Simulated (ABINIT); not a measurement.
# GaN (P6_3mc) in ABINIT: further runs

One crystal, GaN, is run at these levels: PBE, PBEsol; tasks: single point.

Program: ABINIT 10.8.3 (patched build). These are calculated values, not measurements. Logs are shortened: lines on timing, memory, paths and dates and some standing lists are left out, and cuts for length are marked. The log counts tension as positive stress, the text compression.

**Measured values to compare with.**

“Studying electronic properties in GaN without electrical contacts using γ-γ vs e−-γ Perturbed Angular Correlations”, 2019, pmc:6823545 quotes, for a bulk crystal of GaN: band gap 3.503 ± 0.005 eV (direct).

The runs below are set against these values where they give the same quantity.

## (1) The crystal as given

It takes space group P6_3mc (No. 186, hexagonal). The conventional cell has a = 3.180 Å, b = 3.180 Å, c = 5.166 Å, α = 90.00°, β = 90.00°, γ = 120.00°. Ga (site symmetry 3m) has 4 N at 1.94 to 1.95 Å as nearest neighbours. Around N (site symmetry 3m) lie 4 Ga at 1.94 to 1.95 Å.

## (2) Single point, PBE

File run.abi:

```
# Pseudopotentials
pp_dirpath "./"
pseudos "Ga.upf, N.upf"

# Structure
acell 6.0093290763 6.0093290763 9.7623251598
rprim
     1.0000000000     0.0000000000     0.0000000000
    -0.5000000000     0.8660254038     0.0000000000
     0.0000000000     0.0000000000     1.0000000000
ntypat 2
znucl 31 7
natom 4
typat 1 1 2 2
xred
     0.6666666667     0.3333333333     0.5000000000
     0.3333333333     0.6666666667     0.0000000000
     0.6666666667     0.3333333333     0.8750000000
     0.3333333333     0.6666666667     0.3750000000

# Plane-wave basis
ecut 36.0

# k points
kptopt 1
ngkpt 8 8 4
nshiftk 1
shiftk 0.0 0.0 0.0

# Exchange and correlation
ixc 11

# Bands and occupations
nband 22
occopt 3
tsmear 0.05 eV

# SCF cycle
nstep 100
tolvrs 1.0e-10

# Output
iomode 3
prtwf 0
prtden 0
prteig 0
prtebands 0
enunit 2
```

Potentials or basis: PseudoDojo NC SR PBE v0.4.1 standard.

On the command line:

```
abinit run.abi > log 2>&1
```

run.abo:

```text
.Version 10.8.3 of ABINIT
 Symmetries : space group P6_3 m c (#186); Bravais hP (primitive hexag.)
================================================================================
 Values of the parameters that define the memory need of the present run
     intxc =       0    ionmov =       0      iscf =       7    lmnmax =       6
     lnmax =       6     mgfft =      54  mpssoang =       3    mqgrid =    3001
     natom =       4  nloc_mem =       1    nspden =       1   nspinor =       1
    nsppol =       1      nsym =      12    n1xccc =    2501    ntypat =       2
    occopt =       3   xclevel =       2
       mpw =        3164          nfft =       69984          nkpt =          30
================================================================================
================================================================================

--------------------------------------------------------------------------------
------------- Echo of variables that govern the present computation ------------
--------------------------------------------------------------------------------
 -outvars: echo values of preprocessed input variables --------
            acell      6.0093290763E+00  6.0093290763E+00  9.7623251598E+00 Bohr
              amu      6.97230000E+01  1.40067400E+01
             ecut      3.60000000E+01 Hartree
           enunit           2
              ixc          11
         kptrlatt        8    0    0      0    8    0      0    0    4
          kptrlen      3.90493006E+01
            natom           4
            nband          22
            ngfft          36      36      54
             nkpt          30
            nstep         100
             nsym          12
           ntypat           2
           occopt           3
           prtden           0
        prtebands           0
           prteig           0
            prtwf           0
            rprim      1.0000000000E+00  0.0000000000E+00  0.0000000000E+00
                      -5.0000000000E-01  8.6602540380E-01  0.0000000000E+00
                       0.0000000000E+00  0.0000000000E+00  1.0000000000E+00
          spgroup         186
           tolvrs      1.00000000E-10
           tsmear      1.83746611E-03 Hartree
            typat      1  1  2  2
           xangst      1.5899999989E+00  9.1798692740E-01  2.5829999982E+00
                      -3.7217767267E-16  1.8359738548E+00  0.0000000000E+00
                       1.5899999989E+00  9.1798692740E-01  4.5202499969E+00
                      -3.7217767267E-16  1.8359738548E+00  1.9372499987E+00
            xcart      3.0046645381E+00  1.7347438800E+00  4.8811625799E+00
                      -7.0331387152E-16  3.4694877599E+00  0.0000000000E+00
                       3.0046645381E+00  1.7347438800E+00  8.5420345148E+00
                      -7.0331387152E-16  3.4694877599E+00  3.6608719349E+00
             xred      6.6666666667E-01  3.3333333333E-01  5.0000000000E-01
[... 142 lines left out ...]
    4      0.00000000000000     0.00000000000000     0.00268136488504
 frms,max,avg= 1.5480867E-03 2.6813649E-03   0.000E+00  0.000E+00 -1.405E-06 h/b

 cartesian forces (eV/Angstrom) at end:
    1      0.00000000000000     0.00000000000000    -0.13788132614082
    2     -0.00000000000000    -0.00000000000000    -0.13788132614082
    3     -0.00000000000000     0.00000000000000     0.13788132614082
    4      0.00000000000000     0.00000000000000     0.13788132614082
 frms,max,avg= 7.9605821E-02 1.3788133E-01   0.000E+00  0.000E+00 -7.223E-05 e/A
 length scales=  6.009329076300  6.009329076300  9.762325159800 bohr
              =  3.179999997837  3.179999997837  5.165999996486 angstroms
 Fermi (or HOMO) energy (hartree) =   0.23900   Average Vxc (hartree)=  -0.43327
 Eigenvalues (hartree) for nkpt=  30  k points:
 kpt#   1, nband= 22, wtk=  0.00391, kpt=  0.0000  0.0000  0.0000 (reduced coord)
  -0.38839   -0.35534   -0.29813   -0.29738   -0.29738   -0.29511   -0.29511   -0.28833
  -0.28833   -0.28463   -0.28463   -0.23664   -0.06084    0.16223    0.16223    0.19893
   0.20113    0.20113    0.27487    0.36059    0.54222    0.56757
      occupation numbers for kpt#   1
   2.00000    2.00000    2.00000    2.00000    2.00000    2.00000    2.00000    2.00000
   2.00000    2.00000    2.00000    2.00000    2.00000    2.00000    2.00000    2.00000
   2.00000    2.00000    0.00000    0.00000    0.00000    0.00000
 prteigrs : prtvol=0 or 1, do not print more k-points.

 Fermi (or HOMO) energy (eV) =   6.50365   Average Vxc (eV)= -11.78993
 Eigenvalues (   eV  ) for nkpt=  30  k points:
 kpt#   1, nband= 22, wtk=  0.00391, kpt=  0.0000  0.0000  0.0000 (reduced coord)
 -10.56861   -9.66929   -8.11260   -8.09223   -8.09223   -8.03029   -8.03029   -7.84585
  -7.84585   -7.74506   -7.74506   -6.43923   -1.65560    4.41457    4.41457    5.41307
   5.47307    5.47307    7.47960    9.81209   14.75457   15.44433
 prteigrs : prtvol=0 or 1, do not print more k-points.

--- !EnergyTerms
iteration_state     : {dtset: 1, }
comment             : Components of total free energy in Hartree
kinetic             :  1.40318141945736E+02
hartree             :  4.35829045356769E+01
xc                  : -4.81547227227473E+01
Ewald energy        : -1.17003474182718E+02
psp_core            :  7.05218804884989E+00
local_psp           : -1.20698082808522E+02
non_local_psp       : -7.88551666843061E+01
internal            : -1.73758211868031E+02
'-kT*entropy'       : -2.03750878830856E-12
total_energy        : -1.73758211868033E+02
total_energy_eV     : -4.72820181655205E+03
band_energy         : -6.04510971949056E+00
...

 Cartesian components of stress tensor (hartree/bohr^3)
  sigma(1 1)= -1.58769963E-04  sigma(3 2)=  0.00000000E+00
  sigma(2 2)= -1.58769964E-04  sigma(3 1)=  0.00000000E+00
  sigma(3 3)= -2.30780724E-04  sigma(2 1)=  0.00000000E+00

-Cartesian components of stress tensor (GPa)         [Pressure=  5.3774E+00 GPa]
- sigma(1 1)= -4.67117358E+00  sigma(3 2)=  0.00000000E+00
- sigma(2 2)= -4.67117360E+00  sigma(3 1)=  0.00000000E+00
- sigma(3 3)= -6.78980331E+00  sigma(2 1)=  0.00000000E+00

== END DATASET(S) ==============================================================
================================================================================

 -outvars: echo values of variables after computation  --------
            acell      6.0093290763E+00  6.0093290763E+00  9.7623251598E+00 Bohr
           etotal     -1.7375821187E+02
            fcart      6.2730851723E-28  9.8305115491E-28 -2.6813648850E-03
                      -8.0653952216E-28 -1.5004464996E-27 -2.6813648850E-03
                      -8.9615502462E-29  1.5521860341E-28  2.6813648850E-03
                       2.6884650739E-28  3.6217674128E-28  2.6813648850E-03
            rprim      1.0000000000E+00  0.0000000000E+00  0.0000000000E+00
                      -5.0000000000E-01  8.6602540380E-01  0.0000000000E+00
                       0.0000000000E+00  0.0000000000E+00  1.0000000000E+00
           strten     -1.5876996285E-04 -1.5876996368E-04 -2.3078072373E-04
                       0.0000000000E+00  0.0000000000E+00  0.0000000000E+00
           xangst      1.5899999989E+00  9.1798692740E-01  2.5829999982E+00
                      -3.7217767267E-16  1.8359738548E+00  0.0000000000E+00
                       1.5899999989E+00  9.1798692740E-01  4.5202499969E+00
                      -3.7217767267E-16  1.8359738548E+00  1.9372499987E+00
             xred      6.6666666667E-01  3.3333333333E-01  5.0000000000E-01
                       3.3333333333E-01  6.6666666667E-01  0.0000000000E+00
                       6.6666666667E-01  3.3333333333E-01  8.7500000000E-01
                       3.3333333333E-01  6.6666666667E-01  3.7500000000E-01
 Calculation completed.
```

It took 69 s on 1 thread of Arm Neoverse V2, shared host; peak memory 0.1 GiB.

What came out:

```yaml
Free_energy: -4728.2018 eV
Largest_force: 0.138 eV/Å
Band_gap_on_the_k_mesh: 2.01 eV, direct
Valence_electrons_inside_the_program's_atomic_spheres: Ga 10.89; N 5.28
```

Forces in eV/Å, atoms in the order of the input:
```
Ga   0.000  0.000 -0.138
Ga   0.000  0.000 -0.138
N    0.000  0.000  0.138
N    0.000  0.000  0.138
```

Levels at points of the mesh, in eV from the valence-band top:
| k point | band 15 | band 16 | band 17 | band 18 | band 19 | band 20 | band 21 | band 22 |
| --- | --- | --- | --- | --- | --- | --- | --- | --- |
| (0.00, 0.00, 0.00) | -1.06 | -0.06 | 0.00 | 0.00 | 2.01 | 4.34 | 9.28 | 9.97 |
| (0.50, 0.00, 0.00) | -4.26 | -2.77 | -2.25 | -0.98 | 5.11 | 5.64 | 6.10 | 8.68 |
| (0.00, 0.00, 0.50) | -0.54 | -0.54 | -0.54 | -0.54 | 4.32 | 4.32 | 8.57 | 8.57 |
| (0.50, 0.00, 0.50) | -1.95 | -1.95 | -1.92 | -1.92 | 4.46 | 4.46 | 7.87 | 7.87 |

Caveat: the cutoff is too short for stress, so the log's stress isn't used.

## (3) Single point, PBEsol

Edit run.abi of step 2 so:

```diff
@@ -5,3 +5,3 @@
 # Structure
-acell 6.0093290763 6.0093290763 9.7623251598
+acell 3.18 3.18 5.166 Angstrom
 rprim
@@ -30,3 +30,3 @@
 # Exchange and correlation
-ixc 11
+ixc -116133
 
@@ -47,2 +47,2 @@
 prtebands 0
-enunit 2
+enunit 1
```

Potentials or basis: PseudoDojo NC SR PBEsol v0.4.1 standard.

On the command line:

```
abinit run.abi > log 2>&1
```

run.abo:

```text
.Version 10.8.3 of ABINIT
 Symmetries : space group P6_3 m c (#186); Bravais hP (primitive hexag.)
================================================================================
 Values of the parameters that define the memory need of the present run
     intxc =       0    ionmov =       0      iscf =       7    lmnmax =       6
     lnmax =       6     mgfft =      54  mpssoang =       3    mqgrid =    3001
     natom =       4  nloc_mem =       1    nspden =       1   nspinor =       1
    nsppol =       1      nsym =      12    n1xccc =    2501    ntypat =       2
    occopt =       3   xclevel =       2
       mpw =        3164          nfft =       69984          nkpt =          30
================================================================================
================================================================================

--------------------------------------------------------------------------------
------------- Echo of variables that govern the present computation ------------
--------------------------------------------------------------------------------
 -outvars: echo values of preprocessed input variables --------
            acell      6.0093290804E+00  6.0093290804E+00  9.7623251664E+00 Bohr
              amu      6.97230000E+01  1.40067400E+01
             ecut      3.60000000E+01 Hartree
           enunit           1
              ixc     -116133
         kptrlatt        8    0    0      0    8    0      0    0    4
          kptrlen      3.90493007E+01
            natom           4
[... 195 lines left out ...]
total_energy        : -1.73459878446359E+02
total_energy_eV     : -4.72008375058479E+03
band_energy         : -6.18923686799274E+00
...

 Cartesian components of stress tensor (hartree/bohr^3)
  sigma(1 1)=  5.28501530E-05  sigma(3 2)=  0.00000000E+00
  sigma(2 2)=  5.28501522E-05  sigma(3 1)=  0.00000000E+00
  sigma(3 3)= -1.71675287E-05  sigma(2 1)=  0.00000000E+00

-Cartesian components of stress tensor (GPa)         [Pressure= -8.6824E-01 GPa]
- sigma(1 1)=  1.55490518E+00  sigma(3 2)=  0.00000000E+00
- sigma(2 2)=  1.55490516E+00  sigma(3 1)=  0.00000000E+00
- sigma(3 3)= -5.05086133E-01  sigma(2 1)=  0.00000000E+00

== END DATASET(S) ==============================================================
================================================================================

 -outvars: echo values of variables after computation  --------
            acell      6.0093290804E+00  6.0093290804E+00  9.7623251664E+00 Bohr
           etotal     -1.7345987845E+02
            fcart      2.6884650720E-28 -1.5521860330E-28 -2.5924596224E-03
                      -8.9615502401E-29  5.1739534434E-29 -2.5924596224E-03
                      -4.4807751200E-28 -1.5521860330E-28  2.5924596224E-03
                       2.6884650720E-28  2.5869767217E-28  2.5924596224E-03
            rprim      1.0000000000E+00  0.0000000000E+00  0.0000000000E+00
                      -5.0000000000E-01  8.6602540380E-01  0.0000000000E+00
                       0.0000000000E+00  0.0000000000E+00  1.0000000000E+00
           strten      5.2850153007E-05  5.2850152179E-05 -1.7167528736E-05
                       0.0000000000E+00  0.0000000000E+00  0.0000000000E+00
           xangst      1.5900000000E+00  9.1798692803E-01  2.5830000000E+00
                      -9.7460713976E-17  1.8359738561E+00  0.0000000000E+00
                       1.5900000000E+00  9.1798692803E-01  4.5202500000E+00
                      -9.7460713976E-17  1.8359738561E+00  1.9372500000E+00
             xred      6.6666666667E-01  3.3333333333E-01  5.0000000000E-01
                       3.3333333333E-01  6.6666666667E-01  0.0000000000E+00
                       6.6666666667E-01  3.3333333333E-01  8.7500000000E-01
                       3.3333333333E-01  6.6666666667E-01  3.7500000000E-01
 Calculation completed.
```

Run time: 69 s. Hardware: 1 thread of Arm Neoverse V2, shared host; peak memory 0.1 GiB.

Results:

* Free energy: -4720.0838 eV
* Pressure: -0.9 GPa
* Largest force: 0.133 eV/Å
* Band gap on the k mesh: 1.95 eV, direct
* Valence electrons inside the program's atomic spheres: Ga 10.90; N 5.25

Forces in eV/Å, atoms in the order of the input:
```
Ga   0.000  0.000 -0.133
Ga   0.000  0.000 -0.133
N    0.000  0.000  0.133
N    0.000  0.000  0.133
```

Stress tensor (GPa, compression positive):
```
-1.55  0.00  0.00
 0.00 -1.55  0.00
 0.00  0.00  0.51
```

Levels at points of the mesh, in eV from the valence-band top:
```
           k point  band 14  band 15  band 16  band 17  band 18  band 19  band 20  band 21  band 22
(0.00, 0.00, 0.00)    -1.07    -1.07    -0.06     0.00     0.00     1.95     4.25     9.17     9.86
(0.50, 0.00, 0.00)    -5.33    -4.32    -2.81    -2.30    -1.00     4.97     5.56     5.99     8.63
(0.00, 0.00, 0.50)    -3.90    -0.55    -0.55    -0.55    -0.55     4.26     4.26     8.46     8.46
(0.50, 0.00, 0.50)    -6.70    -1.98    -1.98    -1.94    -1.94     4.34     4.34     7.78     7.78
```

## (4) Single point, PBE

Edit run.abi of step 3 so:

```diff
@@ -5,7 +5,7 @@
 # Structure
-acell 3.18 3.18 5.166 Angstrom
+acell 3*1.0
 rprim
-     1.0000000000     0.0000000000     0.0000000000
-    -0.5000000000     0.8660254038     0.0000000000
-     0.0000000000     0.0000000000     1.0000000000
+     6.0093290763     0.0000000000     0.0000000000
+    -3.0046645382     5.2042316397     0.0000000000
+     0.0000000000     0.0000000000     9.7623251598
 ntypat 2
@@ -30,3 +30,3 @@
 # Exchange and correlation
-ixc -116133
+ixc 11
```

Potentials or basis: PseudoDojo NC SR PBE v0.4.1 standard.

On the command line:

```
abinit run.abi > log 2>&1
```

It took 75 s on 1 thread of Arm Neoverse V2, shared host; peak memory 0.1 GiB.

It converged, with:

| Property | Result |
| --- | --- |
| Free energy | -4728.2018 eV |
| Largest force | 0.138 eV/Å |
| Band gap on the k mesh | 2.01 eV, direct |
| Valence electrons inside the program's atomic spheres | Ga 10.89; N 5.28 |

Forces in eV/Å, atoms in the order of the input:
```
Ga   0.000  0.000 -0.138
Ga   0.000  0.000 -0.138
N    0.000  0.000  0.138
N    0.000  0.000  0.138
```

Levels at points of the mesh, in eV from the valence-band top:
| k point | band 14 | band 15 | band 16 | band 17 | band 18 | band 19 | band 20 | band 21 | band 22 |
| --- | --- | --- | --- | --- | --- | --- | --- | --- | --- |
| (0.00, 0.00, 0.00) | -1.06 | -1.06 | -0.06 | 0.00 | 0.00 | 2.01 | 4.34 | 9.28 | 9.97 |
| (0.50, 0.00, 0.00) | -5.28 | -4.26 | -2.77 | -2.25 | -0.98 | 5.11 | 5.64 | 6.10 | 8.68 |
| (0.00, 0.00, 0.50) | -3.87 | -0.54 | -0.54 | -0.54 | -0.54 | 4.32 | 4.32 | 8.57 | 8.57 |
| (0.50, 0.00, 0.50) | -6.63 | -1.95 | -1.95 | -1.92 | -1.92 | 4.46 | 4.46 | 7.87 | 7.87 |

Caveat: the cutoff is too short for stress, so the log's stress isn't used.

## (5) Single point, PBEsol

Edit run.abi of step 4 so:

```diff
@@ -5,7 +5,7 @@
 # Structure
-acell 3*1.0
+acell 6.0093290763 6.0093290763 9.7623251598
 rprim
-     6.0093290763     0.0000000000     0.0000000000
-    -3.0046645382     5.2042316397     0.0000000000
-     0.0000000000     0.0000000000     9.7623251598
+     1.0000000000     0.0000000000     0.0000000000
+    -0.5000000000     0.8660254038     0.0000000000
+     0.0000000000     0.0000000000     1.0000000000
 ntypat 2
@@ -21,3 +21,3 @@
 # Plane-wave basis
-ecut 36.0
+ecut 979.609905 eV
 
@@ -30,3 +30,3 @@
 # Exchange and correlation
-ixc 11
+ixc -116133
 
@@ -47,2 +47 @@
 prtebands 0
-enunit 1
```

Potentials or basis: PseudoDojo NC SR PBEsol v0.4.1 standard.

On the command line:

```
abinit run.abi > log 2>&1
```

Run time: 86 s. Hardware: 1 thread of Arm Neoverse V1, shared host; peak memory 0.1 GiB.

Results (log left out):

| Quantity | Value |
| --- | --- |
| Free energy | -4720.0838 eV |
| Pressure | -0.9 GPa |
| Largest force | 0.133 eV/Å |
| Band gap on the k mesh | 1.95 eV, direct |
| Valence electrons inside the program's atomic spheres | Ga 10.90; N 5.25 |

Forces on the atoms (eV/Å):
```
Ga   0.000  0.000 -0.133
Ga   0.000  0.000 -0.133
N    0.000  0.000  0.133
N    0.000  0.000  0.133
```

Stress tensor (GPa, compression positive):
```
-1.55  0.00  0.00
 0.00 -1.55  0.00
 0.00  0.00  0.51
```

Levels at points of the mesh, in eV from the valence-band top:
| k point | band 14 | band 15 | band 16 | band 17 | band 18 | band 19 | band 20 | band 21 | band 22 |
| --- | --- | --- | --- | --- | --- | --- | --- | --- | --- |
| (0.00, 0.00, 0.00) | -1.07 | -1.07 | -0.06 | 0.00 | 0.00 | 1.95 | 4.25 | 9.17 | 9.86 |
| (0.50, 0.00, 0.00) | -5.33 | -4.32 | -2.81 | -2.30 | -1.00 | 4.97 | 5.56 | 5.99 | 8.63 |
| (0.00, 0.00, 0.50) | -3.90 | -0.55 | -0.55 | -0.55 | -0.55 | 4.26 | 4.26 | 8.46 | 8.46 |
| (0.50, 0.00, 0.50) | -6.70 | -1.98 | -1.98 | -1.94 | -1.94 | 4.34 | 4.34 | 7.78 | 7.78 |

## (6) Against experiment

Step 2. Against the measured gap of GaN, 3.503 eV (direct; quoted in “Studying electronic properties in GaN without electrical contacts using γ-γ vs e−-γ Perturbed Angular Correlations”, 2019, pmc:6823545), the calculated 2.01 eV is off by -1.50 eV. Spin-orbit coupling on Ga is left out. The value is that of PBE, without temperature or zero-point motion. Semilocal functionals fall short of measured gaps as a rule.

Step 3. Against the measured gap of GaN, 3.503 eV (direct; quoted in “Studying electronic properties in GaN without electrical contacts using γ-γ vs e−-γ Perturbed Angular Correlations”, 2019, pmc:6823545), the calculated 1.95 eV is off by -1.55 eV. Spin-orbit coupling on Ga is left out. The value is that of PBEsol, without temperature or zero-point motion. Semilocal functionals fall short of measured gaps as a rule.

Step 4. Against the measured gap of GaN, 3.503 eV (direct; quoted in “Studying electronic properties in GaN without electrical contacts using γ-γ vs e−-γ Perturbed Angular Correlations”, 2019, pmc:6823545), the calculated 2.01 eV is off by -1.50 eV. Spin-orbit coupling on Ga is left out. The value is that of PBE, without temperature or zero-point motion. Semilocal functionals fall short of measured gaps as a rule.

Step 5. A measured gap of GaN is 3.503 eV (direct; quoted in “Studying electronic properties in GaN without electrical contacts using γ-γ vs e−-γ Perturbed Angular Correlations”, 2019, pmc:6823545); the calculated 1.95 eV misses it by -1.55 eV. Spin-orbit coupling on Ga is left out. The value is that of PBEsol, without temperature or zero-point motion. Semilocal functionals fall short of measured gaps as a rule.
